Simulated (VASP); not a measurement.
Output of a VASP run:

### OSZICAR
```
       N       E                     dE             d eps       ncg     rms          rms(c)
DAV:   1     0.177812043842E+03    0.17781E+03   -0.15181E+04   640   0.165E+03
DAV:   2    -0.131072100226E+02   -0.19092E+03   -0.18812E+03   832   0.315E+02
DAV:   3    -0.201060634289E+02   -0.69989E+01   -0.69892E+01   800   0.702E+01
DAV:   4    -0.202698687934E+02   -0.16381E+00   -0.16378E+00   816   0.944E+00
DAV:   5    -0.202761513938E+02   -0.62826E-02   -0.62826E-02   920   0.126E+00    0.931E+00
DAV:   6    -0.186445916886E+02    0.16316E+01   -0.86133E+00   640   0.255E+01    0.536E+00
DAV:   7    -0.186039171470E+02    0.40675E-01   -0.38594E-01   800   0.552E+00    0.278E+00
DAV:   8    -0.185738867533E+02    0.30030E-01   -0.56691E-02   704   0.264E+00    0.345E-01
DAV:   9    -0.185737619055E+02    0.12485E-03   -0.16386E-02   824   0.888E-01    0.123E-01
DAV:  10    -0.185744079802E+02   -0.64607E-03   -0.23032E-03   656   0.370E-01    0.553E-02
DAV:  11    -0.185743806827E+02    0.27298E-04   -0.47665E-04   832   0.168E-01    0.212E-02
DAV:  12    -0.185743779025E+02    0.27803E-05   -0.18546E-05   696   0.379E-02    0.106E-02
DAV:  13    -0.185743770737E+02    0.82879E-06   -0.96133E-06   776   0.219E-02
   1 F= -.16919096E+02 E0= -.16919096E+02  d E =-.169191E+02
```

OUTCAR:
```
------------------------ aborting loop because EDIFF is reached ----------------------------------------
  FORCE on cell =-STRESS in cart. coord.  units (eV):
  Direction    XX          YY          ZZ          XY          YZ          ZX
  --------------------------------------------------------------------------------------
  Total        1.6712281      1.6712281      1.6712281      0.0000000     -0.0000000      0.0000000
  in kB       50.4817126     50.4817126     50.4817126      0.0000000     -0.0000000      0.0000000
  external PRESSURE =       0.4817126 kB  Pullay stress =      50.0000000 kB
  volume of cell :       53.04
      direct lattice vectors                 reciprocal lattice vectors
     0.000000000  2.982135748  2.982135748    -0.167665070  0.167665070  0.167665070
     2.982135748  0.000000000  2.982135748     0.167665070 -0.167665070  0.167665070
     2.982135748  2.982135748  0.000000000     0.167665070  0.167665070 -0.167665070
 POSITION                                       TOTAL-FORCE (eV/Angst)
 -----------------------------------------------------------------------------------
      0.00000      0.00000      0.00000         0.000000      0.000000      0.000000
      1.49107      1.49107      1.49107        -0.000000     -0.000000     -0.000000
      4.47320      4.47320      4.47320         0.000000      0.000000      0.000000
 -----------------------------------------------------------------------------------
    total drift:                                0.000000      0.000000      0.000000
  FREE ENERGIE OF THE ION-ELECTRON SYSTEM (eV)
  ---------------------------------------------------
  free  energy   TOTEN  =       -18.5743770737 eV

  energy  without entropy=      -18.5743770737  energy(sigma->0) =      -18.57437707
  enthalpy is  TOTEN    =       -16.9190964009 eV   P V=        1.6552806727

 reached required accuracy - stopping structural energy minimisation
```
(Selected blocks of OUTCAR.)

POSCAR:
```
BaF2
1
   -0.0000000000     2.9821357483     2.9821357483
    2.9821357483     0.0000000000     2.9821357483
    2.9821357483     2.9821357483     0.0000000000
Ba F
1 2
Direct
  0.0000000000   0.0000000000   0.0000000000
  0.2500000000   0.2500000000   0.2500000000
  0.7500000000   0.7500000000   0.7500000000
```

Question: Reconstruct the remaining input files.

Answer: This is not unique; one that fits is the input of the run itself, LDA (Ceperley-Alder, Perdew-Zunger), plane waves, VASP's LDA PAW potentials (set 64).

File KPOINTS:
```
Regular mesh
0
G
7 7 7
```

INCAR:
```
SYSTEM = BaF2
PREC = Accurate
ENCUT = 620
EDIFF = 1E-6
NELM = 100
ALGO = Normal
LREAL = .FALSE.
LASPH = .TRUE.
ISMEAR = 0
SIGMA = 0.05
LMAXMIX = 4
LWAVE = .FALSE.
LCHARG = .FALSE.
IBRION = 2
ISIF = 3
NSW = 40
EDIFFG = -0.02
PSTRESS = 50
```

POTCAR, in this order: Ba_sv F (LDA.64 set). Program: vasp_std.

The compound is BaF2 in the fluorite structure. It was relaxed first under an external pressure of 5 GPa.
